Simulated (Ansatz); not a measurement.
Set up this calculation in Ansatz 0.2.0, as an ASE script.

| Quantity | Value |
| --- | --- |
| Task | relaxation of cell and atoms |
| Functional | LDA |
| Potentials or basis | JTH PAW LDA |
| Cutoff | 960 eV |
| Density cutoff | 4800 eV |
| k mesh | 10 × 10 × 10 |
| Occupations | fermi-dirac, width 0.1 eV |
| Spin | no spin polarisation |
| Driver | calculator |
| Optimizer | FIRE |
| Fmax | 0.01 |
| Steps | 30 |
| Filter | FrechetCellFilter |

The structure of Zn lies in POSCAR:

```
Zn
1.0
    0.0000000000      1.9647760000      1.9647760000
    1.9647760000      0.0000000000      1.9647760000
    1.9647760000      1.9647760000      0.0000000000
Zn
1
Direct
    0.0000000000      0.0000000000      0.0000000000
```

This isn't the form of Zn at room conditions, which is hcp.

One way to write it, as run:

run.py

```python
import json

import ase.io
import numpy as np
from ase.calculators.calculator import CalculationFailed, Calculator
from ase.stress import full_3x3_to_voigt_6_stress
from ase.units import GPa
from ase.optimize import FIRE
from ase.filters import FrechetCellFilter

import ansatz as az

class AnsatzCalculator(Calculator):
    implemented_properties = ["energy", "free_energy", "forces", "stress", "magmom"]

    def calculate(self, atoms, properties, system_changes):
        super().calculate(atoms, properties, system_changes)
        structure = atoms.copy()
        structure.set_constraint()
        structure.set_momenta(None)
        structure.set_masses(None)
        outcome = (
            az.Crystal.from_ase(structure)
            .calculation()
            .basis(xc_grid=2)
            .kpoints(10, 10, 10)
            .functional("lda")
            .pseudopotentials(kind="paw", accuracy="standard", xc_functional="lda")
            .scf(tolerance=2e-10)
            .occupations(method="fermi_dirac", width=0.1)
            .forces()
            .stress()
            .run(threads=2)
        )
        if not outcome.report["converged"]:
            raise CalculationFailed("SCF not converged")
        report = outcome.report
        self.results = {
            "free_energy": report["lagrangian_ev"],
            "energy": report["lagrangian_ev"],
            "forces": np.array(report["forces_ev_ang"]),
            "stress": -GPa * full_3x3_to_voigt_6_stress(report["stress_gpa"]),
            "magmom": report["magnetization_mub"],
        }

np.set_printoptions(precision=5, suppress=True, linewidth=110)
atoms = ase.io.read("POSCAR", format="vasp")
atoms.calc = AnsatzCalculator()
FIRE(FrechetCellFilter(atoms)).run(fmax=0.01, steps=30)
print(f"final energy {atoms.get_potential_energy():.6f} eV, volume {atoms.get_volume() / len(atoms):.4f} A^3/atom")
print("stress (GPa)", atoms.get_stress() / GPa)
print("cell (A)", atoms.cell[:], "scaled positions", atoms.get_scaled_positions(wrap=False), sep="\n")
```

Potentials or basis: JTH PAW LDA.

Command:

```bash
$ python run.py
```

It gave:

The relaxed volume is 13.47 Å³/atom. The relaxed cell is a = 2.671 Å, b = 2.671 Å, c = 2.671 Å, α = 60.00°, β = 60.00°, γ = 60.00° and the space group after relaxing (to 0.05 Å) is Fm-3m (No. 225). The energy gained by relaxing is 52.5 meV/atom. The ionic steps are 10. The pressure after relaxing is -0.1 GPa.

Caveat: the thresholds are loose for stress.

Wall time 8 s on 2 threads of Arm Neoverse V2, on a shared host, peak memory 0.4 GiB.
